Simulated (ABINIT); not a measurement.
**SiC (Moissanite): G0W0 in ABINIT against the bands in the screening**

Wanted: the cheapest bands in the screening that holds the gap of SiC (Moissanite).

Main program and level: ABINIT 10.8.3; PBE and many-body steps on it, plane waves.

## (1) The structure

It takes space group P6_3mc (No. 186, hexagonal). Conventional cell: a = 3.076 Å, b = 3.076 Å, c = 5.048 Å, α = 90.00°, β = 90.00°, γ = 120.00°. Nearest to Si lie 4 C at 1.87 to 1.94 Å. Nearest to C lie 4 Si at 1.87 to 1.94 Å. Farther neighbours are not listed.

The cell and positions come from the Crystallography Open Database and are kept as given unless a step says otherwise.

## (2) Screening, 6×6×4 mesh, 16 bands, screening to 163.3 eV

This step: ABINIT 10.8.3; RPA screening on PBE, plane waves, norm-conserving pseudopotentials.

The RPA dielectric matrix is built and inverted for each q.

run.abi

```
acell 3*1.0 Angstrom
rprim 
  3.075999999976 0.000000000005 0.000000000000
  -1.537999999993 2.663894142018 0.000000000000
  0.000000000000 0.000000000000 5.048000000000
ntypat 2
znucl 14 6
natom 4
typat 1 1 2 2
xred 
  0.333333333333 0.666666666667 0.000000000000
  0.666666666667 0.333333333333 0.500000000000
  0.333333333333 0.666666666667 0.385000000000
  0.666666666667 0.333333333333 0.885000000000
pp_dirpath "pseudos"
pseudos "Si.upf, C.upf"
ecut 37
ngkpt 6 6 4
nshiftk 1
shiftk 0 0 0
kptopt 1
chksymbreak 0
istwfk *1
occopt 1
irdwfk 1
optdriver 3
nband 16
ecuteps 6
inclvkb 2
awtr 1
symchi 1
indata_prefix "in"
outdata_prefix "out"
tmpdata_prefix "tmp"
```

Launch:

```
$ OMP_NUM_THREADS=1 mpirun -n 4 abinit run.abi > log
```

What it wrote:

```text
.Version 10.8.3 of ABINIT. v10.8.2 released Aug 2026.

 Symmetries : space group P6_3 m c (#186); Bravais hP (primitive hexag.)
[... echo of the input left out ...]
== DATASET  1 ==================================================================
-   mpi_nproc: 4, omp_nthreads: 1 (-1 if OMP is not activated)

--- !DatasetInfo
iteration_state: {dtset: 1, }
dimensions: {natom: 4, nkpt: 21, mband: 16, nsppol: 1, nspinor: 1, nspden: 1, mpw: 3018, }
cutoff_energies: {ecut:  37.0, pawecutdg:  -1.0, }
electrons: {nelect:   1.60000000E+01, charge:   0.00000000E+00, occopt:   1.00000000E+00, tsmear:   1.00000000E-02, }

 SCREENING: Calculation of the susceptibility and dielectric matrices

 Based on a program developped by R.W. Godby, V. Olevano, G. Onida, and L. Reining.
 Incorporated in ABINIT by V. Olevano, G.-M. Rignanese, and M. Torrent.
.Using double precision arithmetic ; gwpc =  8

[... cell and pseudopotentials left out ...]
--------------------------------------------------------------------------------

 ==== K-mesh for the wavefunctions ====
 Number of points in the irreducible wedge :    21
[... list of points left out ...]
 Together with 12 symmetry operations and time-reversal symmetry
 yields   144 points in the full Brillouin Zone.

 ==== Q-mesh for the screening function ====
 Number of points in the irreducible wedge :    21
[... list of points left out ...]
 Together with 12 symmetry operations and time-reversal symmetry
 yields   144 points in the full Brillouin Zone.

 setmesh: FFT mesh size selected  =    20x   20x   40
          total number of points  =        16000

 vcoul_init : cutoff-mode = AUXILIARY_FUNCTION
 q-points for optical limit:   1
     1)      0.000010    0.000020    0.000030

- screening: taking advantage of time-reversal symmetry
- Maximum band index for partially occupied states nbvw = 8
- Remaining bands to be divided among processors   nbcw = 8
- Number of bands treated by each node ~2

 Number of electrons calculated from density =   16.0000; Expected =   16.0000
 average of density, n =  0.057319
 r_s =    1.6089
 omega_plasma =   23.0944 [eV]

 calculating chi0 at frequencies [eV] :
  1    0.000000E+00    0.000000E+00
  2    0.000000E+00    2.309436E+01

--------------------------------------------------------------------------------
  q-point number  1        q = ( 0.000000, 0.000000, 0.000000) [r.l.u.]
--------------------------------------------------------------------------------
[... chi0 elements left out ...]
 For q-point:  0.000010 0.000020 0.000030
  dielectric constant =   6.7201
  dielectric constant without local fields =   7.2845

  Average fulfillment of the sum rule on Im[epsilon] for q-point    1 :     23.07  [%]
[... wings left out ...]
  q-point number  2        q = ( 0.166667, 0.000000, 0.000000) [r.l.u.]
--------------------------------------------------------------------------------
[... chi0 elements left out ...]
  Average fulfillment of the sum rule on Im[epsilon] for q-point    2 :     58.17  [%]

 [... 19 further q-points ...]
```

Elapsed: 11 s, on 4 MPI ranks of Arm Neoverse V1, shared host; peak memory 0.58 GiB; 42 s of CPU time.

This step gave:

```
ε∞ with local fields, on this mesh, along the program's q direction : 6.720
the same without local fields                                       : 7.285
plasma frequency                                                    : 23.09 eV
plane waves in the screening matrix                                 : 197
```

Local fields lower ε∞ by 8 %.

## (3) 16 bands

This step: G0W0 on PBE, plane waves, norm-conserving pseudopotentials.

run.abi, as its differences from that of step 2:

```diff
@@ -25,8 +25,19 @@
 irdwfk 1
-optdriver 3
-nband 16
+optdriver 4
+nband 75
+gwcalctyp 0
+ecutsigx 37
+symsigma 1
+nkptgw 3
+kptgw 
+  0.0000000000 0.0000000000 0.0000000000
+  0.3333333333 0.3333333333 0.0000000000
+  0.5000000000 0.0000000000 0.0000000000
+bdgw 
+  6 10
+  7 10
+  7 10
 ecuteps 6
-inclvkb 2
-awtr 1
-symchi 1
+irdscr 1
+ppmodel 1
 indata_prefix "in"
```

What it wrote:

```text
.Version 10.8.3 of ABINIT. v10.8.2 released Aug 2026.

 Symmetries : space group P6_3 m c (#186); Bravais hP (primitive hexag.)
[... echo of the input left out ...]
== DATASET  1 ==================================================================
-   mpi_nproc: 4, omp_nthreads: 1 (-1 if OMP is not activated)

--- !DatasetInfo
iteration_state: {dtset: 1, }
dimensions: {natom: 4, nkpt: 21, mband: 75, nsppol: 1, nspinor: 1, nspden: 1, mpw: 3018, }
cutoff_energies: {ecut:  37.0, pawecutdg:  -1.0, }
electrons: {nelect:   1.60000000E+01, charge:   0.00000000E+00, occopt:   1.00000000E+00, tsmear:   1.00000000E-02, }

 SIGMA: Calculation of the GW corrections

 Based on a program developped by R.W. Godby, V. Olevano, G. Onida, and L. Reining.
 Incorporated in ABINIT by V. Olevano, G.-M. Rignanese, and M. Torrent.
.Using double precision arithmetic ; gwpc =  8

[... cell and pseudopotentials left out ...]
--------------------------------------------------------------------------------

 ==== K-mesh for the wavefunctions ====
 Number of points in the irreducible wedge :    21
[... list of points left out ...]
 Together with 12 symmetry operations and time-reversal symmetry
 yields   144 points in the full Brillouin Zone.

 ==== Q-mesh for screening function ====
 Number of points in the irreducible wedge :    21
[... list of points left out ...]
 Together with 12 symmetry operations and time-reversal symmetry
 yields   144 points in the full Brillouin Zone.

 vcoul_init : cutoff-mode = AUXILIARY_FUNCTION
 q-points for optical limit:   1
     1)      0.000010    0.000020    0.000030
 setmesh: FFT mesh size selected  =    27x   27x   54
          total number of points  =        39366

 Number of electrons calculated from density =   16.0000; Expected =   16.0000
 average of density, n =  0.057319
 r_s =    1.6089
 omega_plasma =   23.0944 [eV]

 === KS Band Gaps ===
  >>>> For spin  1
   Minimum direct gap =   4.0829 [eV], located at k-point      :   0.5000  0.0000  0.0000
   Fundamental gap    =   2.3294 [eV], Top of valence bands at :   0.0000  0.0000  0.0000
                                       Bottom of conduction at :   0.3333  0.3333  0.0000
 SIGMA fundamental parameters:
 PLASMON POLE MODEL  1
 number of plane-waves for SigmaX                 2997
 number of plane-waves for SigmaC and W            197
 number of plane-waves for wavefunctions          2997
 number of bands                                    75
 number of independent spin polarizations            1
 number of spinorial components                      1
 number of k-points in IBZ                          21
 number of q-points in IBZ                          21
 number of symmetry operations                      12
 number of k-points in BZ                          144
 number of q-points in BZ                          144
 number of frequencies for dSigma/dE                 9
 frequency step for dSigma/dE [eV]                0.25
 number of omega for Sigma on real axis              0
 max omega for Sigma on real axis  [eV]           0.00
 zcut for avoiding poles [eV]                     0.10

 EPSILON^-1 parameters (SCR file):
 dimension of the eps^-1 matrix on file            197
 dimension of the eps^-1 matrix used               197
 number of plane-waves for wavefunctions          2997
 number of bands                                    16
 number of q-points in IBZ                          21
 number of frequencies                               2
 number of real frequencies                          1
 number of imag frequencies                          1

 matrix elements of self-energy operator (all in [eV])

 Perturbative Calculation

--- !SelfEnergy_ee
iteration_state: {dtset: 1, }
kpoint     : [   0.000,    0.000,    0.000, ]
spin       : 1
KS_gap     :    4.620
QP_gap     :    5.668
Delta_QP_KS:    1.049
data: !SigmaeeData |
     Band     E0 <VxcDFT>   SigX SigC(E0)      Z dSigC/dE  Sig(E)    E-E0       E
        6   6.864 -15.055 -17.694   2.717   0.793  -0.261 -14.993   0.062   6.925
        7   6.864 -15.055 -17.694   2.717   0.793  -0.261 -14.993   0.062   6.925
        8   7.139 -14.882 -17.276   2.510   0.794  -0.259 -14.790   0.093   7.231
        9  11.758 -12.188  -7.007  -3.770   0.809  -0.237 -11.047   1.141  12.899
       10  13.157 -12.746  -7.214  -4.163   0.793  -0.261 -11.660   1.086  14.243

--- !SelfEnergy_ee
iteration_state: {dtset: 1, }
kpoint     : [   0.333,    0.333,    0.000, ]
spin       : 1
KS_gap     :    6.371
QP_gap     :    7.574
Delta_QP_KS:    1.203
data: !SigmaeeData |
     Band     E0 <VxcDFT>   SigX SigC(E0)      Z dSigC/dE  Sig(E)    E-E0       E
        7   3.097 -12.979 -16.874   3.484   0.776  -0.289 -13.298  -0.319   2.778
[...]
--- !SelfEnergy_ee
iteration_state: {dtset: 1, }
kpoint     : [   0.500,    0.000,    0.000, ]
spin       : 1
KS_gap     :    4.083
QP_gap     :    5.167
Delta_QP_KS:    1.084
data: !SigmaeeData |
     Band     E0 <VxcDFT>   SigX SigC(E0)      Z dSigC/dE  Sig(E)    E-E0       E
[...]
8   5.651 -14.535 -17.688   3.015   0.789  -0.268 -14.644  -0.110   5.541
        9   9.734 -10.592  -6.058  -3.354   0.826  -0.211  -9.618   0.975  10.708
       10  11.338 -11.767  -6.941  -3.472   0.811  -0.233 -10.669   1.099  12.436

== END DATASET(S) ==============================================================
================================================================================

 -outvars: echo values of variables after computation  --------
           etotal      0.0000000000E+00
            nband          75
             nkpt          21
          spgroup         186
 [... the other variables as echoed above ...]

 Calculation completed.
```

Run time: 17 s. Hardware: 4 MPI ranks; peak memory 0.95 GiB; 68 s of CPU time.

This step gave:

```
G0W0 gap on the points computed              : 3.121 eV
starting gap on the mesh                     : 2.329 eV
k of the valence top                         : 0, 0, 0
k of the conduction bottom                   : 0.3333, 0.3333, 0
Z at the valence top                         : 0.794
Z at the conduction bottom                   : 0.829
least direct G0W0 gap on the computed points : 5.167 eV
```

## (4) Screening, 6×6×4 mesh, 23 bands, screening to 163.3 eV

This step: RPA screening on PBE, plane waves, norm-conserving pseudopotentials.

run.abi, as its differences from that of step 3:

```diff
@@ -25,19 +25,8 @@
 irdwfk 1
-optdriver 4
-nband 75
-gwcalctyp 0
-ecutsigx 37
-symsigma 1
-nkptgw 3
-kptgw 
-  0.0000000000 0.0000000000 0.0000000000
-  0.3333333333 0.3333333333 0.0000000000
-  0.5000000000 0.0000000000 0.0000000000
-bdgw 
-  6 10
-  7 10
-  7 10
+optdriver 3
+nband 23
 ecuteps 6
-irdscr 1
-ppmodel 1
+inclvkb 2
+awtr 1
+symchi 1
 indata_prefix "in"
```

What it wrote:

```text
.Version 10.8.3 of ABINIT. v10.8.2 released Aug 2026.

 Symmetries : space group P6_3 m c (#186); Bravais hP (primitive hexag.)
[... echo of the input left out ...]
== DATASET  1 ==================================================================
-   mpi_nproc: 4, omp_nthreads: 1 (-1 if OMP is not activated)

--- !DatasetInfo
iteration_state: {dtset: 1, }
dimensions: {natom: 4, nkpt: 21, mband: 23, nsppol: 1, nspinor: 1, nspden: 1, mpw: 3018, }
cutoff_energies: {ecut:  37.0, pawecutdg:  -1.0, }
electrons: {nelect:   1.60000000E+01, charge:   0.00000000E+00, occopt:   1.00000000E+00, tsmear:   1.00000000E-02, }

 SCREENING: Calculation of the susceptibility and dielectric matrices

 Based on a program developped by R.W. Godby, V. Olevano, G. Onida, and L. Reining.
 Incorporated in ABINIT by V. Olevano, G.-M. Rignanese, and M. Torrent.
.Using double precision arithmetic ; gwpc =  8

[... cell and pseudopotentials left out ...]
--------------------------------------------------------------------------------

 ==== K-mesh for the wavefunctions ====
 Number of points in the irreducible wedge :    21
[... list of points left out ...]
 Together with 12 symmetry operations and time-reversal symmetry
 yields   144 points in the full Brillouin Zone.

 ==== Q-mesh for the screening function ====
 Number of points in the irreducible wedge :    21
[... list of points left out ...]
 Together with 12 symmetry operations and time-reversal symmetry
 yields   144 points in the full Brillouin Zone.

 setmesh: FFT mesh size selected  =    20x   20x   40
          total number of points  =        16000

 vcoul_init : cutoff-mode = AUXILIARY_FUNCTION
 q-points for optical limit:   1
     1)      0.000010    0.000020    0.000030

- screening: taking advantage of time-reversal symmetry
- Maximum band index for partially occupied states nbvw = 8
- Remaining bands to be divided among processors   nbcw = 15
- Number of bands treated by each node ~3

 Number of electrons calculated from density =   16.0000; Expected =   16.0000
 average of density, n =  0.057319
 r_s =    1.6089
 omega_plasma =   23.0944 [eV]

 calculating chi0 at frequencies [eV] :
  1    0.000000E+00    0.000000E+00
  2    0.000000E+00    2.309436E+01

--------------------------------------------------------------------------------
  q-point number  1        q = ( 0.000000, 0.000000, 0.000000) [r.l.u.]
--------------------------------------------------------------------------------
[... chi0 elements left out ...]
 For q-point:  0.000010 0.000020 0.000030
  dielectric constant =   6.8090
  dielectric constant without local fields =   7.4439

  Average fulfillment of the sum rule on Im[epsilon] for q-point    1 :     37.36  [%]
[... wings left out ...]
  q-point number  2        q = ( 0.166667, 0.000000, 0.000000) [r.l.u.]
--------------------------------------------------------------------------------
[... chi0 elements left out ...]
  Average fulfillment of the sum rule on Im[epsilon] for q-point    2 :     67.89  [%]

 [... 19 further q-points ...]
```

Elapsed: 18 s, on 4 MPI ranks; peak memory 0.62 GiB.

Numbers from this step:

```
ε∞ with local fields, on this mesh, along the program's q direction : 6.809
the same without local fields                                       : 7.444
plasma frequency                                                    : 23.09 eV
plane waves in the screening matrix                                 : 197
```

## (5) 23 bands

The self-energy is evaluated for the states that the input lists, and the levels follow from it, in one-shot runs by the linearised quasiparticle equation.

This step: G0W0 on PBE, plane waves, norm-conserving pseudopotentials.

run.abi, as its differences from that of step 4:

```diff
@@ -25,8 +25,19 @@
 irdwfk 1
-optdriver 3
-nband 23
+optdriver 4
+nband 75
+gwcalctyp 0
+ecutsigx 37
+symsigma 1
+nkptgw 3
+kptgw 
+  0.0000000000 0.0000000000 0.0000000000
+  0.3333333333 0.3333333333 0.0000000000
+  0.5000000000 0.0000000000 0.0000000000
+bdgw 
+  6 10
+  7 10
+  7 10
 ecuteps 6
-inclvkb 2
-awtr 1
-symchi 1
+irdscr 1
+ppmodel 1
 indata_prefix "in"
```

What it wrote:

```text
.Version 10.8.3 of ABINIT. v10.8.2 released Aug 2026.

 Symmetries : space group P6_3 m c (#186); Bravais hP (primitive hexag.)
[... echo of the input left out ...]
== DATASET  1 ==================================================================
-   mpi_nproc: 4, omp_nthreads: 1 (-1 if OMP is not activated)

--- !DatasetInfo
iteration_state: {dtset: 1, }
dimensions: {natom: 4, nkpt: 21, mband: 75, nsppol: 1, nspinor: 1, nspden: 1, mpw: 3018, }
cutoff_energies: {ecut:  37.0, pawecutdg:  -1.0, }
electrons: {nelect:   1.60000000E+01, charge:   0.00000000E+00, occopt:   1.00000000E+00, tsmear:   1.00000000E-02, }

 SIGMA: Calculation of the GW corrections

 Based on a program developped by R.W. Godby, V. Olevano, G. Onida, and L. Reining.
 Incorporated in ABINIT by V. Olevano, G.-M. Rignanese, and M. Torrent.
.Using double precision arithmetic ; gwpc =  8

[... cell and pseudopotentials left out ...]
--------------------------------------------------------------------------------

 ==== K-mesh for the wavefunctions ====
 Number of points in the irreducible wedge :    21
[... list of points left out ...]
 Together with 12 symmetry operations and time-reversal symmetry
 yields   144 points in the full Brillouin Zone.

 ==== Q-mesh for screening function ====
 Number of points in the irreducible wedge :    21
[... list of points left out ...]
 Together with 12 symmetry operations and time-reversal symmetry
 yields   144 points in the full Brillouin Zone.

 vcoul_init : cutoff-mode = AUXILIARY_FUNCTION
 q-points for optical limit:   1
     1)      0.000010    0.000020    0.000030
 setmesh: FFT mesh size selected  =    27x   27x   54
          total number of points  =        39366

 Number of electrons calculated from density =   16.0000; Expected =   16.0000
[...]
number of plane-waves for wavefunctions          2997
 number of bands                                    23
 number of q-points in IBZ                          21
 number of frequencies                               2
 number of real frequencies                          1
 number of imag frequencies                          1

 matrix elements of self-energy operator (all in [eV])

 Perturbative Calculation

--- !SelfEnergy_ee
iteration_state: {dtset: 1, }
kpoint     : [   0.000,    0.000,    0.000, ]
spin       : 1
KS_gap     :    4.620
QP_gap     :    5.505
Delta_QP_KS:    0.885
data: !SigmaeeData |
     Band     E0 <VxcDFT>   SigX SigC(E0)      Z dSigC/dE  Sig(E)    E-E0       E
        6   6.864 -15.055 -17.694   2.625   0.794  -0.259 -15.066  -0.011   6.853
        7   6.864 -15.055 -17.694   2.625   0.794  -0.259 -15.066  -0.011   6.853
        8   7.139 -14.882 -17.276   2.416   0.796  -0.257 -14.865   0.017   7.156
[...]
--- !SelfEnergy_ee
iteration_state: {dtset: 1, }
kpoint     : [   0.333,    0.333,    0.000, ]
spin       : 1
KS_gap     :    6.371
QP_gap     :    7.424
Delta_QP_KS:    1.053
data: !SigmaeeData |
     Band     E0 <VxcDFT>   SigX SigC(E0)      Z dSigC/dE  Sig(E)    E-E0       E
[...]
--- !SelfEnergy_ee
iteration_state: {dtset: 1, }
kpoint     : [   0.500,    0.000,    0.000, ]
spin       : 1
KS_gap     :    4.083
QP_gap     :    5.006
Delta_QP_KS:    0.924
data: !SigmaeeData |
     Band     E0 <VxcDFT>   SigX SigC(E0)      Z dSigC/dE  Sig(E)    E-E0       E
[...]
9   9.734 -10.592  -6.058  -3.634   0.824  -0.213  -9.850   0.743  10.476
       10  11.338 -11.767  -6.941  -3.726   0.812  -0.232 -10.874   0.894  12.232

== END DATASET(S) ==============================================================
================================================================================

 -outvars: echo values of variables after computation  --------
           etotal      0.0000000000E+00
            nband          75
             nkpt          21
          spgroup         186
 [... the other variables as echoed above ...]

 Calculation completed.
```

Run time: 17 s. Hardware: 4 MPI ranks; peak memory 0.95 GiB.

This step gave:

* G0W0 gap on the points computed: 2.971 eV
* starting gap on the mesh: 2.329 eV
* k of the valence top: 0, 0, 0
* k of the conduction bottom: 0.3333, 0.3333, 0
* Z at the valence top: 0.796
* Z at the conduction bottom: 0.828
* least direct G0W0 gap on the computed points: 5.006 eV

The gap on the mesh goes from 2.33 eV to 2.97 eV, a correction of +0.64 eV.

[end of part 1 of 2]

[Paths, hosts, dates, memory and timing lines, banners, echoed tables and standing remarks are left out of the program output.]

[Logs are printed without paths, hosts, clocks, repeated set-up lines and the standing remarks that a program may print on its own settings, such as how far it seeks lower states.]

[Runs of the session that timed out or met a known fault of the program may be left out.]

[Hosts, paths, dates, database ids (printed as entryN), source tags and the programs' standing remarks are cut or masked in the printed files.]

[G0W0 gaps are taken among the corrected bands and points alone; a level outside them can change the order at an edge.]

[Where Ansatz stands beside ABINIT at settings called matched, ABINIT's density can come from a denser mesh and the files from another edition; pairs whose starting gaps differed by over 0.03 eV were left out, so agreement reads better than it is.]
